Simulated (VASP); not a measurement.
# CdO (Fm-3m) in VASP: a series of runs

One crystal, CdO, is run at these levels: PBE; tasks: single point.

All numbers are computed with VASP 6.6.1; they aren't measurements. Logs are shortened: lines on timing, memory, paths and dates and some standing lists are left out, and cuts for length are marked.

**1. The undisturbed crystal**

It takes space group Fm-3m (No. 225, cubic). The conventional cell has a = 4.699 Å, b = 4.699 Å, c = 4.699 Å, α = 90.00°, β = 90.00°, γ = 90.00°. Cd (site symmetry m-3m) has 6 O at 2.35 Å as nearest neighbours. O (site symmetry m-3m) has 6 Cd at 2.35 Å as nearest neighbours.

**2. Single point, PBE (a relaxed cell with its volume scaled by 0.91)**

INCAR reads:

```
SYSTEM = CdO
PREC = Accurate
ENCUT = 520
EDIFF = 1E-7
ISMEAR = 0
SIGMA = 0.02
LREAL = .FALSE.
LASPH = .TRUE.
NELM = 100
ALGO = Normal
ISIF = 2
LWAVE = .FALSE.
LCHARG = .FALSE.
GGA = PE
AMIX = 0.2
```

KPOINTS reads:

```
Automatic mesh
0
G
  12 12 12
  0 0 0
```

POSCAR reads:

```
CdO                                     
1.0
    0.0000000000      2.3174403264      2.3174403264
    2.3174403264     -0.0000000000      2.3174403264
    2.3174403264      2.3174403264     -0.0000000000
  Cd              O             
     1     1
Direct
     1.0000000000000000    0.0000000000000000    0.0000000000000000
     0.5000000000000000    0.5000000000000000    0.5000000000000000
```

Potentials or basis: VASP PAW PBE potentials, release 64 (Cd, O).

Started as:

```sh
> cat potpaw_PBE.64/Cd/POTCAR potpaw_PBE.64/O/POTCAR > POTCAR
> mpirun -np 1 vasp_std > vasp.out
```

OUTCAR:

```text
SYSTEM = CdO
   PREC = Accurate
   ENCUT = 520
   EDIFF = 1E-7
   ISMEAR = 0
   LREAL = .FALSE.
   LASPH = .TRUE.
   NELM = 100
   ISIF = 2
   GGA = PE
   AMIX = 0.2

 ion  position               nearest neighbor table
   1  0.000  0.000  0.000-   2 2.32   2 2.32   2 2.32   2 2.32   2 2.32   2 2.32
   2  0.500  0.500  0.500-   1 2.32   1 2.32   1 2.32   1 2.32   1 2.32   1 2.32

  LATTYP: Found a face centered cubic cell.
 ALAT       =     4.6348806528

  Lattice vectors:

 A1 = (   0.0000000000,   2.3174403264,   2.3174403264)
 A2 = (   2.3174403264,   0.0000000000,   2.3174403264)
 A3 = (   2.3174403264,   2.3174403264,   0.0000000000)

Analysis of symmetry for initial positions (statically):
=====================================================================
 Subroutine PRICEL returns:
 Original cell was already a primitive cell.

 Routine SETGRP: Setting up the symmetry group for a
 face centered cubic supercell.

 Subroutine GETGRP returns: Found 48 space group operations
 (whereof 48 operations were pure point group operations)
 out of a pool of 48 trial point group operations.

The static configuration has the point symmetry O_h .

Analysis of symmetry for dynamics (positions and initial velocities):
=====================================================================
 Subroutine PRICEL returns:
 Original cell was already a primitive cell.

 Routine SETGRP: Setting up the symmetry group for a
 face centered cubic supercell.

 Subroutine GETGRP returns: Found 48 space group operations
 (whereof 48 operations were pure point group operations)
 out of a pool of 48 trial point group operations.

The dynamic configuration has the point symmetry O_h .

 Subroutine INISYM returns: Found 48 space group operations
 (whereof 48 operations are pure point group operations),
 and found     1 'primitive' translations

----------------------------------------------------------------------------------------

                                     Primitive cell

  volume of cell :      24.8918

  direct lattice vectors                    reciprocal lattice vectors
     0.000000000  2.317440326  2.317440326    -0.215755286  0.215755286  0.215755286
     2.317440326  0.000000000  2.317440326     0.215755286 -0.215755286  0.215755286
     2.317440326  2.317440326  0.000000000     0.215755286  0.215755286 -0.215755286

  length of vectors
     3.277355540  3.277355540  3.277355540     0.373699117  0.373699117  0.373699117

  position of ions in fractional coordinates (direct lattice)
     0.000000000  0.000000000  0.000000000
     0.500000000  0.500000000  0.500000000

[... 89 lines left out ...]
   EMIN   =  10.00;   EMAX   =-10.00  energy-range for DOS
   EFERMI =   0.00;   METHOD = LEGACY
   ISMEAR =     0;   SIGMA  =   0.02  broadening in eV -4-tet -1-fermi 0-gaus
   EFERMI_NEDOS =   21; number of points for ismear=-14 and -15
   IALGO  =     38    algorithm
   IMIX   =      4    mixing-type and parameters
     AMIX     =   0.20;   BMIX     =  1.00
     AMIX_MAG =   0.80;   BMIX_MAG =  1.00
  volume/ion in A,a.u.               =      12.45        83.99
  Fermi-wavevector in a.u.,A,eV,Ry     =   1.469424  2.776809 29.377790  2.159207
  Thomas-Fermi vector in A             =   2.584803
   LORBIT       =      0    0 simple, 1 ext, 2 COOP (PROOUT), +10 PAW based schemes
   GGA     = PE    functional components
   LHFCALC =     F    Hartree Fock is set to
   AEXX    =    0.0000 exact exchange contribution
   IVDW    =     0    specifies the selected vdW correction
   LEPSILON=     F    determine dielectric tensor
   LRPA    =     F    only Hartree local field effects (RPA)
 non-spin polarized calculation
 Gauss-broadening in eV      SIGMA  =   0.02
  energy-cutoff  :      520.00
  volume of cell :       24.89
 maximum number of plane-waves:       692
   NGX = 13   NGY = 13   NGZ = 13

 number of electron      18.0000007 magnetization

 Free energy of the ion-electron system (eV)
  ---------------------------------------------------
  ext. energy  EPLUGINS =         0.00000000
  ---------------------------------------------------
  free energy    TOTEN  =        -7.62263554 eV

  energy without entropy =       -7.62260807  energy(sigma->0) =       -7.62262181

 E-fermi :   2.4639     XC(G=0): -11.9330

 val. band max:        2.4474760127   @ k =   0.5000   0.0000   0.0000
 cond. band min:       2.8779250543   @ k =   0.0833   0.0000   0.0000
 fundamental gap:      0.4304490416
 Fermi energy:         2.4638567137

 k-point     1 :       0.0000    0.0000    0.0000
  band No.  band energies     occupation
      1     -15.2423      2.00000
      2      -4.3479      2.00000
      3      -4.3479      2.00000
      4      -4.3479      2.00000
      5      -4.0129      2.00000
      6      -4.0129      2.00000
      7       0.9520      2.00000
      8       0.9520      2.00000
      9       0.9520      2.00000
     10       2.0984      2.00000
     11      17.4877      0.00000
     12      19.7673      0.00000
     13      19.7673      0.00000
[... 354 lines left out ...]
  band No.  band energies     occupation
      1     -14.3835      2.00000
      2      -5.2114      2.00000
      3      -4.8762      2.00000
      4      -4.7743      2.00000
      5      -3.7653      2.00000
      6      -3.7383      2.00000
      7      -1.3802      2.00000
      8       1.1949      2.00000
      9       2.1832      2.00000
     10       8.1994      0.00000
     11       9.7162      0.00000
     12      12.9617      0.00000
     13      15.0384      0.00000

 [... further k-points ...]

------------------------ aborting loop because EDIFF is reached ----------------------------------------

  FORCE on cell =-STRESS in cart. coord.  units (eV):
  Direction    XX          YY          ZZ          XY          YZ          ZX
  --------------------------------------------------------------------------------------
  -------------------------------------------------------------------------------------
  Total        2.3140794      2.3140794      2.3140794      0.0000000      0.0000000      0.0000000
  in kB      148.9474784    148.9474784    148.9474784      0.0000000      0.0000000      0.0000000
  external PRESSURE =     148.9474784 kB  Pullay stress =       0.0000000 kB

 VOLUME and BASIS-vectors are now :
 -----------------------------------------------------------------------------
  energy-cutoff  :      520.00
  volume of cell :       24.89
      direct lattice vectors                 reciprocal lattice vectors
     0.000000000  2.317440326  2.317440326    -0.215755286  0.215755286  0.215755286
     2.317440326  0.000000000  2.317440326     0.215755286 -0.215755286  0.215755286
     2.317440326  2.317440326  0.000000000     0.215755286  0.215755286 -0.215755286

 POSITION                                       TOTAL-FORCE (eV/Angst)
 -----------------------------------------------------------------------------------
      0.00000      0.00000      0.00000        -0.000000     -0.000000     -0.000000
      2.31744      2.31744      2.31744         0.000000      0.000000      0.000000
 -----------------------------------------------------------------------------------
    total drift:                                0.000000     -0.000000     -0.000000

  FREE ENERGIE OF THE ION-ELECTRON SYSTEM (eV)
  ---------------------------------------------------
  free  energy   TOTEN  =        -7.6226355418 eV

  energy  without entropy=       -7.6226080750  energy(sigma->0) =       -7.62262181
```

OSZICAR:

```text
N       E                     dE             d eps       ncg     rms          rms(c)
DAV:   1     0.119383536984E+03    0.11938E+03   -0.10835E+04  1976   0.143E+03
DAV:   2    -0.537187667652E+01   -0.12476E+03   -0.11604E+03  2122   0.335E+02
DAV:   3    -0.941275411347E+01   -0.40409E+01   -0.40328E+01  2012   0.676E+01
DAV:   4    -0.942379883167E+01   -0.11045E-01   -0.11044E-01  2032   0.364E+00
DAV:   5    -0.942382886884E+01   -0.30037E-04   -0.30037E-04  2062   0.176E-01    0.113E+01
DAV:   6    -0.795042882256E+01    0.14734E+01   -0.13992E+00  2483   0.231E+01    0.937E+00
DAV:   7    -0.765009975192E+01    0.30033E+00   -0.13571E+00  1950   0.152E+01    0.771E+00
DAV:   8    -0.769255895201E+01   -0.42459E-01   -0.46423E-01  1932   0.102E+01    0.195E+00
DAV:   9    -0.762290321690E+01    0.69656E-01   -0.25877E-01  2348   0.748E+00    0.370E-01
DAV:  10    -0.762257854432E+01    0.32467E-03   -0.11243E-02  1882   0.115E+00    0.198E-01
DAV:  11    -0.762251641052E+01    0.62134E-04   -0.13029E-03  1967   0.353E-01    0.829E-02
DAV:  12    -0.762264429789E+01   -0.12789E-03   -0.17937E-04  1882   0.157E-01    0.129E-01
DAV:  13    -0.762263611742E+01    0.81805E-05   -0.99415E-05  2267   0.139E-01    0.204E-02
DAV:  14    -0.762263546722E+01    0.65020E-06   -0.10792E-05  1958   0.578E-02    0.493E-03
DAV:  15    -0.762263560036E+01   -0.13313E-06   -0.10703E-06  1942   0.134E-02    0.183E-03
DAV:  16    -0.762263554182E+01    0.58538E-07   -0.74025E-08  1391   0.413E-03
   1 F= -.76226355E+01 E0= -.76226218E+01  d E =-.274668E-04
```

Run time: 13 s. Hardware: 1 thread of Intel Xeon Platinum 8375C at 2.90GHz (Ice Lake), shared host; peak memory 0.15 GiB.

What came out:

```
Free energy            : -7.6226 eV
Pressure               : 14.9 GPa
Band gap on the k mesh : none (metal or under the smearing width)
```

**3. Single point, PBE (a relaxed cell with its volume scaled by 1.09)**

INCAR is that of step 2.

KPOINTS is that of step 2.

POSCAR reads:

```
CdO                                     
1.0
    0.0000000000      2.4611434547      2.4611434547
    2.4611434547     -0.0000000000      2.4611434547
    2.4611434547      2.4611434547     -0.0000000000
  Cd              O             
     1     1
Direct
     1.0000000000000000    0.0000000000000000    0.0000000000000000
     0.5000000000000000    0.5000000000000000    0.5000000000000000
```

Potentials or basis: VASP PAW PBE potentials, release 64 (Cd, O).

Started as:

```sh
> cat potpaw_PBE.64/Cd/POTCAR potpaw_PBE.64/O/POTCAR > POTCAR
> mpirun -np 1 vasp_std > vasp.out
```

OUTCAR:

```text
SYSTEM = CdO
   PREC = Accurate
   ENCUT = 520
   EDIFF = 1E-7
   ISMEAR = 0
   LREAL = .FALSE.
   LASPH = .TRUE.
   NELM = 100
   ISIF = 2
   GGA = PE
   AMIX = 0.2

 ion  position               nearest neighbor table
   1  0.000  0.000  0.000-   2 2.46   2 2.46   2 2.46   2 2.46   2 2.46   2 2.46
   2  0.500  0.500  0.500-   1 2.46   1 2.46   1 2.46   1 2.46   1 2.46   1 2.46

  LATTYP: Found a face centered cubic cell.
 ALAT       =     4.9222869094

  Lattice vectors:

 A1 = (   0.0000000000,   2.4611434547,   2.4611434547)
 A2 = (   2.4611434547,   0.0000000000,   2.4611434547)
 A3 = (   2.4611434547,   2.4611434547,   0.0000000000)

Analysis of symmetry for initial positions (statically):
=====================================================================
 Subroutine PRICEL returns:
 Original cell was already a primitive cell.

 Routine SETGRP: Setting up the symmetry group for a
 face centered cubic supercell.

 Subroutine GETGRP returns: Found 48 space group operations
 (whereof 48 operations were pure point group operations)
 out of a pool of 48 trial point group operations.

The static configuration has the point symmetry O_h .

Analysis of symmetry for dynamics (positions and initial velocities):
=====================================================================
 Subroutine PRICEL returns:
 Original cell was already a primitive cell.

 Routine SETGRP: Setting up the symmetry group for a
 face centered cubic supercell.

 Subroutine GETGRP returns: Found 48 space group operations
 (whereof 48 operations were pure point group operations)
 out of a pool of 48 trial point group operations.

The dynamic configuration has the point symmetry O_h .

 Subroutine INISYM returns: Found 48 space group operations
 (whereof 48 operations are pure point group operations),
 and found     1 'primitive' translations

----------------------------------------------------------------------------------------

                                     Primitive cell

  volume of cell :      29.8154

[... 121 lines left out ...]
  energy-cutoff  :      520.00
  volume of cell :       29.82
 maximum number of plane-waves:       821
 NGX is ok and might be reduce to    28
   NGX = 13   NGY = 13   NGZ = 13

 number of electron      18.0000009 magnetization

 Free energy of the ion-electron system (eV)
  ---------------------------------------------------
  ext. energy  EPLUGINS =         0.00000000
  ---------------------------------------------------
  free energy    TOTEN  =        -7.65707288 eV

  energy without entropy =       -7.65704333  energy(sigma->0) =       -7.65705811

 E-fermi :   0.8615     XC(G=0): -10.9331

 val. band max:        0.8444950710   @ k =   0.5000   0.0000   0.0000
 cond. band min:       1.0811566006   @ k =   0.0833   0.0000   0.0000
 fundamental gap:      0.2366615296
 Fermi energy:         0.8615339700

 k-point     1 :       0.0000    0.0000    0.0000
  band No.  band energies     occupation
      1     -15.6222      2.00000
      2      -5.6996      2.00000
      3      -5.6996      2.00000
      4      -5.6996      2.00000
      5      -5.4734      2.00000
      6      -5.4734      2.00000
      7      -0.0290      2.00000
      8      -0.0290      2.00000
      9      -0.0290      2.00000
     10       0.1675      2.00000
     11      15.5588      0.00000
     12      16.9155      0.00000
     13      16.9155      0.00000
[... 354 lines left out ...]
  band No.  band energies     occupation
      1     -15.0773      2.00000
      2      -6.0784      2.00000
      3      -5.9493      2.00000
      4      -5.8776      2.00000
      5      -5.3247      2.00000
      6      -5.3055      2.00000
      7      -2.4519      2.00000
      8      -0.1311      2.00000
      9       0.6489      2.00000
     10       6.2260      0.00000
     11       6.9360      0.00000
     12      10.5429      0.00000
     13      12.3166      0.00000

 [... further k-points ...]

------------------------ aborting loop because EDIFF is reached ----------------------------------------

  FORCE on cell =-STRESS in cart. coord.  units (eV):
  Direction    XX          YY          ZZ          XY          YZ          ZX
  --------------------------------------------------------------------------------------
  -------------------------------------------------------------------------------------
  Total       -1.6421344     -1.6421344     -1.6421344      0.0000000      0.0000000     -0.0000000
  in kB      -88.2426425    -88.2426425    -88.2426425      0.0000000      0.0000000     -0.0000000
  external PRESSURE =     -88.2426425 kB  Pullay stress =       0.0000000 kB

 VOLUME and BASIS-vectors are now :
 -----------------------------------------------------------------------------
  energy-cutoff  :      520.00
  volume of cell :       29.82
      direct lattice vectors                 reciprocal lattice vectors
     0.000000000  2.461143455  2.461143455    -0.203157601  0.203157601  0.203157601
     2.461143455  0.000000000  2.461143455     0.203157601 -0.203157601  0.203157601
     2.461143455  2.461143455  0.000000000     0.203157601  0.203157601 -0.203157601

 POSITION                                       TOTAL-FORCE (eV/Angst)
 -----------------------------------------------------------------------------------
      0.00000      0.00000      0.00000         0.000000      0.000000     -0.000000
      2.46114      2.46114      2.46114         0.000000      0.000000      0.000000
 -----------------------------------------------------------------------------------
    total drift:                                0.000000      0.000000      0.000000

  FREE ENERGIE OF THE ION-ELECTRON SYSTEM (eV)
  ---------------------------------------------------
  free  energy   TOTEN  =        -7.6570728765 eV

  energy  without entropy=       -7.6570433349  energy(sigma->0) =       -7.65705811
```

OSZICAR:

```text
N       E                     dE             d eps       ncg     rms          rms(c)
DAV:   1     0.118623716434E+03    0.11862E+03   -0.10491E+04  1976   0.139E+03
DAV:   2    -0.474100377534E+01   -0.12336E+03   -0.11439E+03  2132   0.330E+02
DAV:   3    -0.954341269908E+01   -0.48024E+01   -0.47854E+01  2062   0.710E+01
DAV:   4    -0.955864229048E+01   -0.15230E-01   -0.15228E-01  2057   0.415E+00
DAV:   5    -0.955868718879E+01   -0.44898E-04   -0.44898E-04  1992   0.209E-01    0.915E+00
DAV:   6    -0.794874964163E+01    0.16099E+01   -0.17531E+00  2518   0.234E+01    0.643E+00
DAV:   7    -0.769577393881E+01    0.25298E+00   -0.10798E+00  1915   0.117E+01    0.552E+00
DAV:   8    -0.772567319883E+01   -0.29899E-01   -0.47102E-01  1892   0.834E+00    0.200E+00
DAV:   9    -0.765566310895E+01    0.70010E-01   -0.20842E-01  2019   0.532E+00    0.256E-01
DAV:  10    -0.765671810945E+01   -0.10550E-02   -0.74564E-03  1902   0.876E-01    0.148E-01
DAV:  11    -0.765710732912E+01   -0.38922E-03   -0.49923E-04  1942   0.230E-01    0.745E-02
DAV:  12    -0.765707245288E+01    0.34876E-04   -0.25829E-04  1912   0.184E-01    0.530E-02
DAV:  13    -0.765707191926E+01    0.53362E-06   -0.49327E-05  1897   0.123E-01    0.267E-02
DAV:  14    -0.765707286660E+01   -0.94734E-06   -0.56933E-06  1997   0.388E-02    0.114E-02
DAV:  15    -0.765707287765E+01   -0.11054E-07   -0.19754E-06  1952   0.149E-02    0.466E-03
DAV:  16    -0.765707287653E+01    0.11171E-08   -0.49857E-07  2042   0.102E-02
   1 F= -.76570729E+01 E0= -.76570581E+01  d E =-.295416E-04
```

stdout:

```text
POSCAR found type information on POSCAR CdO
 POSCAR found :  2 types and       2 ions
 scaLAPACK will be used
 LDA part: xc-table for (Slater+PW92), standard interpolation
 POSCAR, INCAR and KPOINTS ok, starting setup
 FFT: planning ... GRIDC
 FFT: planning ... GRID_SOFT
 FFT: planning ... GRID
 WAVECAR not read
 entering main loop
```

Run time: 27 s. Hardware: 1 thread of Intel Xeon Platinum 8375C at 2.90GHz (Ice Lake), shared host; peak memory 0.18 GiB.

Results:

| Item | Value |
| --- | --- |
| Free energy | -7.6571 eV |
| Pressure | -8.8 GPa |
| Band gap on the k mesh | none (metal or under the smearing width) |

Levels at points of the mesh, in eV from the Fermi level:
```tsv
k point	band 7	band 8	band 9	band 10	band 11	band 12
(0.00, 0.00, 0.00)	-0.89	-0.89	-0.89	-0.69	14.70	16.05
(0.50, 0.00, 0.00)	-3.48	-0.02	-0.02	4.32	6.33	11.20
(0.50, 0.50, 0.00)	-3.43	-1.71	-1.71	3.28	7.93	10.70
```
